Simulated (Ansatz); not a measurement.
# SnTe (CsCl type): how the settings move a single-point run

Question: which choices in the input matter for SnTe (CsCl type)?

Program: Ansatz 0.2.0. Level of theory: reference: DFT, PBE, PAW with Ansatz's default frozen-core files, scalar-relativistic. These are calculated values, not measurements.

## 1. Starting point

It takes space group Pm-3m (No. 221, cubic). Conventional cell: a = 3.485 Å, b = 3.485 Å, c = 3.485 Å, α = 90.00°, β = 90.00°, γ = 90.00°. Sn (site symmetry m-3m) has 8 Te at 3.02 Å as nearest neighbours. Te (site symmetry m-3m) has 8 Sn at 3.02 Å as nearest neighbours.

Coordinates:

```
CELL_PARAMETERS angstrom
3.48529 0.00000 0.00000
0.00000 3.48529 0.00000
0.00000 0.00000 3.48529
ATOMIC_POSITIONS crystal
Sn 0.00000 0.00000 0.00000
Te 0.50000 0.50000 0.50000
```

## 2. The reference run

The input, input.yaml:

```yaml
crystal:
  lattice:
    - [3.4852916231, 0.0, 0.0]
    - [0.0, 3.4852916231, 0.0]
    - [0.0, 0.0, 3.4852916231]
  atoms:
    - { symbol: Sn, position: [0.0, 0.0, 0.0] }
    - { symbol: Te, position: [0.5, 0.5, 0.5] }
kpoints:
  mp_grid: { grid: [13, 13, 13] }
scf:
  occupations: { method: fermi_dirac, width: 0.05 }
hamiltonian:
  xc: pbe
  pseudopotentials: { kind: paw }
output:
  forces: true
  stress: true
  eigenvalues: true
  populations: true
```

The run is started by

```sh
$ ansatz run input.yaml --threads 1 --pin off --max-ram 2048MiB --backend cpu --events-out ev --progress --plain --runs-dir out
```

## 3. Variant: occupations.method cold, occupations.width 0.3, preconditioner ldos

Edit input.yaml of step 2 so:

```diff
@@ -11,3 +11,4 @@
 scf:
-  occupations: { method: fermi_dirac, width: 0.05 }
+  occupations: { method: cold, width: 0.3 }
+  mixing: { preconditioner: ldos }
 hamiltonian:
```

Q: Predict the outcome of this session. Wanted: for each run, ending; energy change; pressure; gap; force.

As calculated:

```
                                                                   run     ending        energy change  pressure (GPa)  gap (eV)  force (eV/Å)  cycles   time
                                                             reference  converged                    0            29.7      0.00          0.00       6  3.4 s
1: occupations.method cold, occupations.width 0.3, preconditioner ldos  converged  -0.6 meV/atom (σ→0)            29.7      0.00          0.00       5  3.4 s
```

Residual by cycle in the longest SCF loop of each run; runs are numbered as in the table. The quantity is the density residual dr2, in eV.

```
cycle  reference    run 1
    1    0.00466  0.00436
    2    0.00143   2.7e-4
    3     6.5e-5   2.4e-5
    4     2.7e-6   8.4e-7
    5     1.2e-7   1.1e-8
    6     3.6e-9        -
```

Changing the smearing and mixing moves the energy by -0.6 meV/atom (σ→0 values). Cost: 5 SCF cycles against 6. Semilocal functionals close small gaps, so the missing gap need not be the real solid's. The structure is not at rest: the sound run finds 30 GPa, so these are no properties of the relaxed crystal. 
